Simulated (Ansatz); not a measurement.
# CdTe (F-43m) in Ansatz: notebook, part 2 of 2

Ansatz 0.2.0. Earlier steps stand in the parts before.

### Step 4. Relaxation of cell and atoms, rPW86-PBE+rVV10

Contents of input.yaml:

```yaml
crystal:
  lattice:
    - [0.0, 3.205, 3.205]
    - [3.205, 0.0, 3.205]
    - [3.205, 3.205, 0.0]
  atoms:
    - { symbol: Te, position: [0.75, 0.75, 0.75] }
    - { symbol: Cd, position: [0.0, 0.0, 0.0] }
hamiltonian:
  xc: { exchange: rpw86, correlation: pbe }
  pseudopotentials: { kind: paw }
  dispersion: rvv10
kpoints:
  mp_grid: { grid: [7, 7, 7] }
scf:
  occupations: { method: fermi_dirac, width: 0.05 }
output:
  forces: true
  stress: true
relax:
  f_tol: 0.01
  max_steps: 40
  cell: { stress_tol: 0.05 }
```

Potentials or basis: Ansatz PAW.

Run with:

```
ansatz run input.yaml --threads 2 --pin off --max-ram 5120MiB --backend cpu --events-out ev --progress --plain --runs-dir out
```

The log of the run:

```text
Warning: RAYON_NUM_THREADS=2 ignored (pool sized by the plan → 2); use --threads N
Engine: ansatz 0.2.0, aarch64-unknown-linux-gnu
Pseudopotentials: kind: paw
Pseudopotential: Te, paw, valence charge 16, recommended cutoff 420 eV (normal), Te.paw.azcp
Pseudopotential: Cd, paw, valence charge 20, recommended cutoff 420 eV (normal), Cd.paw.azcp
Functional definition: unnamed
  exchange = rpw86_x
  correlation = pbe_c + rvv10(6.3, 0.0093)
Crystal: 2 atoms, lattice volume = 65.844 Å³
Basis set: ecut = 420 eV, 1243 PW (Γ), exchange–correlation on 72×72×72 points (8 copies of the dense FFT grid, shifted against one another)
Bands: 22, of which v1, the nominal top of the filled ones, is band 18 counted from 1 (17 counted from 0)
Symmetry: 24 space group operations
Space group: F-43m (ITA 216), of the structure as read, at distance tolerance 4.0e-5 Å
k-points: 20 of 343 (time reversal used)
Non-local potential: Te, projectors of the file, l = 0: 2, l = 1: 2, l = 2: 2, l = 3: 2
Non-local potential: Cd, projectors of the file, l = 0: 3, l = 1: 2, l = 2: 2, l = 3: 1
PAW form: soft (Blöchl's): semilocal exchange-correlation on the pseudo side does not see the compensation charge
rVV10 density: all electrons in the spheres
PAW frozen core: Te, regenerated for the run's functional, and the local potential with it (the file was generated under x = pbe(κ = 0.804, μ = 0.2195149727645171), c = pbe(β = 0.06672455060314922))
PAW frozen core: Cd, regenerated for the run's functional, and the local potential with it (the file was generated under x = pbe(κ = 0.804, μ = 0.2195149727645171), c = pbe(β = 0.06672455060314922))
PAW one-centre angular grid: Te, 590 points (default); XC on 96 Gauss nodes
PAW one-centre angular grid: Cd, 590 points (default); XC on 96 Gauss nodes
Initial density: superposition of atomic densities (neutral atoms: chi_scale 0, normalization atom), corrected by the library's trained network
Initial wavefunctions: pseudopotential atomic-orbital guess
Functional: x = rpw86, c = pbe(β = 0.06672455060314922) + rvv10(b = 6.3, C = 0.0093)
SCF iter   1: F=—  HF=-15324.214223 eV  |F-HF|=—  |Δ(HF+E_count)|=         —  Δρ=5.64e-3  dr2=2.95e-2  ethr=1.77e-3  ⟨swp⟩=6.0  Hψ=2074  notcnv=0
preconditioner: auto → none  [insulator: Δε(μ)=0.578 eV  Ē_g=11.338 eV  σ=0.050 eV  W_gap=0.99  n_scr=14 (ndim 8)  ℏωp=19.4 eV  f_vac=0.180  D(μ)=0.00/eV (n_scr^D=0)  ε∞_Penn≈3.9]
SCF iter   2: F=—  HF=-15324.202280 eV  |F-HF|=—  |Δ(HF+E_count)|=   1.19e-2  Δρ=1.26e-3  dr2=8.29e-4  ethr=8.19e-5  ⟨swp⟩=2.0  Hψ=859  notcnv=0
SCF iter   3: F=—  HF=-15324.202169 eV  |F-HF|=—  |Δ(HF+E_count)|=   1.12e-4  Δρ=5.95e-4  dr2=1.67e-4  ethr=2.30e-6  ⟨swp⟩=2.0  Hψ=542  notcnv=0
SCF iter   4: F=—  HF=-15324.202174 eV  |F-HF|=—  |Δ(HF+E_count)|=   5.61e-6  Δρ=2.58e-4  dr2=4.68e-5  ethr=4.64e-7  ⟨swp⟩=3.1  Hψ=789  notcnv=0
SCF iter   5: F=—  HF=-15324.202168 eV  |F-HF|=—  |Δ(HF+E_count)|=   5.85e-6  Δρ=4.99e-5  dr2=6.41e-7  ethr=1.30e-7  ⟨swp⟩=2.0  Hψ=600  notcnv=0
SCF iter   6: F=-15324.202168 eV  HF=-15324.202168 eV  |F-HF|=4.69e-8  |Δ(HF+E_count)|=   3.61e-8  Δρ=8.47e-6  dr2=3.32e-8  ethr=2.78e-10  ⟨swp⟩=5.0  Hψ=1700  notcnv=0
SCF 1 converged in 6 iterations: F = -15324.202168 eV  dr2 = 3.32e-8
relax step   1: F+E_penalty+E_count = -15324.20216833 eV  Δ(F+E_penalty+E_count) = +0.000e0 eV  max|allowed force component| = 8.905e-17 eV/Å  Δτ_max = 0.0000 Å  P = +4.526 GPa  Ω = 65.844 Å³  (6 SCF iters, dr2 threshold 1.00e-7 eV, accepted)
Crystal: 2 atoms, lattice volume = 75.950 Å³
Basis set: ecut = 420 eV, 1459 PW (Γ), exchange–correlation on 72×72×72 points (8 copies of the dense FFT grid, shifted against one another)
rVV10 density: all electrons in the spheres
Initial density: handed on by an earlier stage of this run
Initial wavefunctions: those handed on with the density
[... 21 lines left out ...]
Crystal: 2 atoms, lattice volume = 72.549 Å³
Basis set: ecut = 420 eV, 1411 PW (Γ), exchange–correlation on 72×72×72 points (8 copies of the dense FFT grid, shifted against one another)
rVV10 density: all electrons in the spheres
iter 1 solved again at ethr=1.46e-7 eV; its pass at ethr=3.10e-3 eV (dr2=5.24e-5 eV) is discarded
SCF iter   1: F=—  HF=-15324.285945 eV  |F-HF|=—  |Δ(HF+E_count)|=         —  Δρ=1.67e-4  dr2=2.22e-5  ethr=1.46e-7  ⟨swp⟩=3.0  Hψ=2553  notcnv=0
preconditioner: auto → none  [insulator: Δε(μ)=0.353 eV  Ē_g=10.993 eV  σ=0.050 eV  W_gap=0.93  n_scr=14 (ndim 8)  ℏωp=18.5 eV  f_vac=0.191  D(μ)=0.01/eV (n_scr^D=0)  ε∞_Penn≈3.8]
SCF iter   2: F=—  HF=-15324.285938 eV  |F-HF|=—  |Δ(HF+E_count)|=   6.33e-6  Δρ=6.58e-5  dr2=3.23e-6  ethr=6.18e-8  ⟨swp⟩=2.4  Hψ=573  notcnv=0
SCF iter   3: F=—  HF=-15324.285938 eV  |F-HF|=—  |Δ(HF+E_count)|=   3.44e-7  Δρ=1.91e-5  dr2=2.24e-7  ethr=8.98e-9  ⟨swp⟩=2.0  Hψ=621  notcnv=0
SCF iter   4: F=-15324.285938 eV  HF=-15324.285938 eV  |F-HF|=7.48e-9  |Δ(HF+E_count)|=   4.07e-8  Δρ=6.86e-6  dr2=2.07e-8  ethr=5.56e-10  ⟨swp⟩=5.0  Hψ=1519  notcnv=0
SCF 4 converged in 4 iterations: F = -15324.285938 eV  dr2 = 2.07e-8
relax step   4: F+E_penalty+E_count = -15324.28593789 eV  Δ(F+E_penalty+E_count) = -7.767e-4 eV  max|allowed force component| = 3.730e-17 eV/Å  Δτ_max = 0.0000 Å  P = +0.026 GPa  Ω = 72.549 Å³  energy of the carried Pulay correction = -3.032e-3 eV  (4 SCF iters, dr2 threshold 2.00e-7 eV, accepted)
rVV10 density: all electrons in the spheres
Initial wavefunctions: pseudopotential atomic-orbital guess (no wavefunctions were taken with the density)
iter 1 solved again at ethr=1.05e-7 eV; its pass at ethr=3.10e-3 eV (dr2=3.76e-5 eV) is discarded
SCF iter   1: F=—  HF=-15324.288578 eV  |F-HF|=—  |Δ(HF+E_count)|=         —  Δρ=2.84e-4  dr2=7.75e-6  ethr=1.05e-7  ⟨swp⟩=4.0  Hψ=3248  notcnv=0
preconditioner: auto → none  [insulator: Δε(μ)=0.352 eV  Ē_g=10.992 eV  σ=0.050 eV  W_gap=0.93  n_scr=14 (ndim 8)  ℏωp=18.5 eV  f_vac=0.194  D(μ)=0.01/eV (n_scr^D=0)  ε∞_Penn≈3.8]
SCF iter   2: F=—  HF=-15324.288620 eV  |F-HF|=—  |Δ(HF+E_count)|=   4.20e-5  Δρ=1.29e-4  dr2=1.98e-6  ethr=2.15e-8  ⟨swp⟩=2.0  Hψ=780  notcnv=0
SCF iter   3: F=—  HF=-15324.288633 eV  |F-HF|=—  |Δ(HF+E_count)|=   1.30e-5  Δρ=4.40e-5  dr2=5.01e-7  ethr=5.51e-9  ⟨swp⟩=2.0  Hψ=612  notcnv=0
SCF iter   4: F=—  HF=-15324.288634 eV  |F-HF|=—  |Δ(HF+E_count)|=   8.02e-7  Δρ=8.96e-6  dr2=2.21e-8  ethr=1.39e-9  ⟨swp⟩=2.0  Hψ=787  notcnv=0
SCF iter   5: F=—  HF=-15324.288634 eV  |F-HF|=—  |Δ(HF+E_count)|=   5.57e-8  Δρ=2.74e-6  dr2=1.22e-9  ethr=6.14e-11  ⟨swp⟩=2.0  Hψ=600  notcnv=0
SCF iter   6: F=—  HF=-15324.288634 eV  |F-HF|=—  |Δ(HF+E_count)|=   7.19e-9  Δρ=4.34e-7  dr2=3.17e-11  ethr=3.39e-12  ⟨swp⟩=2.4  Hψ=656  notcnv=0
SCF iter   7: F=-15324.288634 eV  HF=-15324.288634 eV  |F-HF|=0.00e0  |Δ(HF+E_count)|=  1.56e-10  Δρ=5.60e-8  dr2=1.41e-12  ethr=1.00e-12  ⟨swp⟩=6.0  Hψ=1889  notcnv=0
SCF 5 converged in 7 iterations: F = -15324.288634 eV  dr2 = 1.41e-12
relax step   5: F+E_penalty+E_count = -15324.28863365 eV  Δ(F+E_penalty+E_count) = -2.696e-3 eV  max|allowed force component| = 4.337e-17 eV/Å  Δτ_max = 0.0000 Å  P = +0.003 GPa  Ω = 72.549 Å³  stress off target by 3.47e-3 GPa  SCF on the basis re-selected at this cell (its energy is not comparable with the rows above)  (7 SCF iters)
basis re-selected at this cell: Δ(F+E_penalty+E_count) = -2.696e-3 eV, ΔP = -0.023 GPa vs the last step (what re-selecting the basis moved, of the pressure what is left beyond the Pulay correction that the steps carried, after the strain that the cell walked since its last selection, with what the two solves' SCF thresholds leave and, on support functions, any second-order correction that the steps lacked; it is no measure of the basis error at this ecutwfc). This SCF's stress stands 3.47e-3 GPa from its target on what of the cell is left free (relax.cell.stress_tol is 5.00e-2 GPa) and its largest allowed force component is 4.34e-17 eV/Å (relax.f_tol is 1.00e-2 eV/Å): within both
SCF converged after 7 iterations
Free energy (F): -15324.288634 eV
Harris-Foulkes:  -15324.288634 eV  (|F-HF|=0.00e0)
Internal energy: -15324.288473 eV  (E = F + TS)
E sigma→0 (E₀):  -15324.288553 eV
Entropy (-TS):   -0.000161 eV (-0.080 meV/atom)
Fermi energy:    6.825405 eV
--- Per-component energies (eV) ---
  E_band       = -816.438174
  E_kinetic    = 685.131252
  E_local      = -5541.769689  (includes V_loc(G=0)·N_el)
  E_nonlocal   = -288.194363
  E_hartree    = 2784.532443
  E_xc         = -293.654773
  E_vxc        = -323.731535  (∫ρ·V_xc dr)
  E_paw        = -8841.081060  (= ΣΔE_a)
  E_vpaw       = -916.938758  (= ΣTr[D̂ρ^β])
  E_aug_tail   = -0.000073  (compensation charges beyond the density's cutoff)
  E_ewald      = -3828.940654
  E_core_change = -0.311555  (= ΣΔE_core)
  E_smearing   = -0.000161  (= −TS)
  E_closure    = 0.000000  (closes the sum)
  Σ components = -15324.288634   (vs F -15324.288634, Δ=0.00e0)
--- Forces (eV/Å), atoms counted from 1 ---
  atom   1  Te     0.00000000    -0.00000000    -0.00000000
  atom   2  Cd    -0.00000000     0.00000000     0.00000000
  max |Σ_I F_I| component: 7.05e-17 eV/Å
--- Stress (GPa, compression-positive) ---
        0.003468      -0.000000      -0.000000
       -0.000000       0.003468       0.000000
       -0.000000       0.000000       0.003468
  P = ⅓ Tr σ = 0.0035 GPa (0.035 kbar)
--- Relaxed structure (4 steps of the walk, 4 accepted, 1 SCFs on fresh bases) ---
  F+E_penalty+E_count = -15324.28863365 eV   max|allowed force component| = 4.337e-17 eV/Å   (the final SCF, on the basis selected at the relaxed cell)
  cell:  # Å, volume = 72.5494 Å³
    - [2.4457785757898824e-33, 3.310304294728841, 3.310304294728841]
    - [3.310304294728841, 7.32459729728741e-33, 3.310304294728841]
    - [3.310304294728841, 3.310304294728841, 6.58576835251755e-33]
  atoms:
    - { symbol: Te, position: [0.75, 0.75, 0.75] }
    - { symbol: Cd, position: [9.61462686745578e-34, -8.26256996421981e-34, -1.1567597949907736e-33] }
```

It took 11 s on 2 threads of Arm Neoverse V1, shared host; peak memory 0.4 GiB.

What came out:

```
Free energy                            : -15324.2886 eV
Relaxed volume                         : 36.27 Å³/atom
Relaxed cell                           : a = 4.681 Å, b = 4.681 Å, c = 4.681 Å, α = 60.00°, β = 60.00°, γ = 60.00°
Space group after relaxing (to 0.05 Å) : F-43m (No. 216)
Energy gained by relaxing              : 43.2 meV/atom
Ionic steps                            : 5
Pressure after relaxing                : 0.0 GPa
```

Step by step:
```csv
step,energy change (eV),largest force (eV/Å),volume (Å³)
1,0.0000,0.0000,65.84
2,-0.0662,0.0000,75.95
3,-0.0830,0.0000,73.18
4,-0.0838,0.0000,72.55
5,-0.0865,0.0000,72.55
```

Final structure:
```xyz
2
Lattice="0.0000 3.3103 3.3103 3.3103 0.0000 3.3103 3.3103 3.3103 0.0000" Properties=species:S:1:pos:R:3 pbc="T T T"
Te    4.9655    4.9655    4.9655
Cd    0.0000    0.0000    0.0000
```

Caveat: the plane-wave basis is chosen anew once the cell has moved, so the energies of steps on either side of that aren't comparable; the volume moved by +10 % from the deposited cell, more than functionals usually miss; the PAW data sets come from PBE, with cores solved anew for the run's functional, which leaves a small shift of forces and pressure. The run has no spin-orbit coupling, so splittings on Te are missing.

### Step 5. Relaxation of cell and atoms, exchange-only PBE

input.yaml, as its differences from that of step 4:

```diff
@@ -9,5 +9,4 @@
 hamiltonian:
-  xc: { exchange: rpw86, correlation: pbe }
+  xc: { exchange: pbe, correlation: none }
   pseudopotentials: { kind: paw }
-  dispersion: rvv10
 kpoints:
```

Run with:

```
ansatz run input.yaml --threads 2 --pin off --max-ram 5120MiB --backend cpu --events-out ev --progress --plain --runs-dir out
```

It took 13 s on 2 threads of Arm Neoverse V1, shared host; peak memory 0.38 GiB.

The run converged. Its results:

```
Free energy                            : -15089.3155 eV
Relaxed volume                         : 43.67 Å³/atom
Relaxed cell                           : a = 4.980 Å, b = 4.980 Å, c = 4.980 Å, α = 60.00°, β = 60.00°, γ = 60.00°
Space group after relaxing (to 0.05 Å) : F-43m (No. 216)
Energy gained by relaxing              : 293.3 meV/atom
Ionic steps                            : 8
Pressure after relaxing                : 0.0 GPa
```

The path:
| step | energy change (eV) | largest force (eV/Å) | volume (Å³) |
| --- | --- | --- | --- |
| 1 | 0.0000 | 0.0000 | 65.84 |
| 2 | -0.4590 | 0.0000 | 75.95 |
| 3 | -0.5664 | 0.0000 | 82.86 |
| 4 | -0.5799 | 0.0000 | 86.17 |
| 5 | -0.5802 | 0.0000 | 86.82 |
| 6 | -0.5863 | 0.0000 | 86.82 |
| 7 | -0.5865 | 0.0000 | 87.34 |
| 8 | -0.5866 | 0.0000 | 87.34 |

Final structure:
```
Te Cd
1.0
     0.00000    3.52155    3.52155
     3.52155    0.00000    3.52155
     3.52155    3.52155    0.00000
Te Cd
1 1
Direct
  0.75000 0.75000 0.75000
  0.00000 0.00000 0.00000
```

Caveat: the volume moved by over 15 % at a fixed basis, so the end points are rough; the plane-wave basis is chosen anew once the cell has moved, so the energies of steps on either side of that aren't comparable; the volume moved by +33 % from the deposited cell, more than functionals usually miss; the PAW data sets come from PBE, with cores solved anew for the run's functional, which leaves a small shift of forces and pressure.

### Step 6. Single point, PBE

input.yaml, as its differences from that of step 5:

```diff
@@ -9,3 +9,3 @@
 hamiltonian:
-  xc: { exchange: pbe, correlation: none }
+  xc: pbe
   pseudopotentials: { kind: paw }
@@ -15,2 +15,4 @@
   occupations: { method: fermi_dirac, width: 0.05 }
+basis:
+  ecutwfc: "300 eV"
 output:
@@ -18,5 +20,2 @@
   stress: true
-relax:
-  f_tol: 0.01
-  max_steps: 40
-  cell: { stress_tol: 0.05 }
+  eigenvalues: true
```

Potentials or basis: Ansatz PAW.

Run with:

```
ansatz run input.yaml --threads 2 --pin off --max-ram 5120MiB --backend cpu --events-out ev --progress --plain --runs-dir out
```

Wall time 1.1 s (2 threads of Arm Neoverse V1, shared host); peak memory 0.3 GiB.

It converged, with:

```
Free energy            : -15235.0745 eV
Pressure               : 4.3 GPa
Band gap on the k mesh : 0.87 eV, direct
```

Levels at points of the mesh, in eV from the valence-band top:
| k point | band 14 | band 15 | band 16 | band 17 | band 18 | band 19 | band 20 | band 21 | band 22 |
| --- | --- | --- | --- | --- | --- | --- | --- | --- | --- |
| (0.00, 0.00, 0.00) | -8.14 | -8.14 | 0.00 | 0.00 | 0.00 | 0.87 | 4.60 | 4.60 | 4.60 |

Caveat: odd divisions of the mesh miss points on the zone boundary, where band edges often lie, so the gap on the mesh can be too wide; the pressure holds a Pulay correction of +5.2 GPa for the finite cutoff; spin-orbit coupling is left out, which moves the levels of the heavy elements; the cutoff lies under the one recommended for these potentials.

### Step 7. Summary

```tsv
task	level	cell	cutoff (eV)	gap on the mesh (eV)	pressure (GPa)	relaxed volume (Å³/atom)
relaxation of cell and atoms	LDA	relaxed	420	0.61	0.0	32.92
relaxation of cell and atoms	RPBE+D4	relaxed	420	0.87	0.0	34.60
relaxation of cell and atoms	rPW86-PBE+rVV10	relaxed	420	-	0.0	36.27
relaxation of cell and atoms	exchange-only PBE	relaxed	420	-	0.0	43.67
single point	PBE	as given	300	0.87	4.3	-
```

Alike in all rows: potentials or basis Ansatz PAW; no spin polarisation; k mesh 7 × 7 × 7; smearing fermi-dirac 0.05 eV.

Caveats: the plane-wave basis is chosen anew once the cell has moved, so the energies of steps on either side of that aren't comparable (some runs); the PAW data sets come from PBE, with cores solved anew for the run's functional, which leaves a small shift of forces and pressure (some runs); odd divisions of the mesh miss points on the zone boundary, where band edges often lie, so the gap on the mesh can be too wide (some runs); spin-orbit coupling is left out, which moves the levels of the heavy elements (some runs); the volume moved by +10 % from the deposited cell, more than functionals usually miss (some runs); the volume moved by over 15 % at a fixed basis, so the end points are rough (some runs); the volume moved by +33 % from the deposited cell, more than functionals usually miss (some runs).

Total energies depend on the potentials used, so only differences within one code and one set of settings carry meaning.

### Step 8. How close it comes

Step 6. Against the measured gap of CdTe, 1.607 eV (0 K; a printed reference work, data compilation), the calculated 0.87 eV is off by -0.74 eV. Spin-orbit coupling on Cd, Te is left out. The value is that of PBE, without temperature or zero-point motion. Semilocal functionals fall short of measured gaps as a rule.
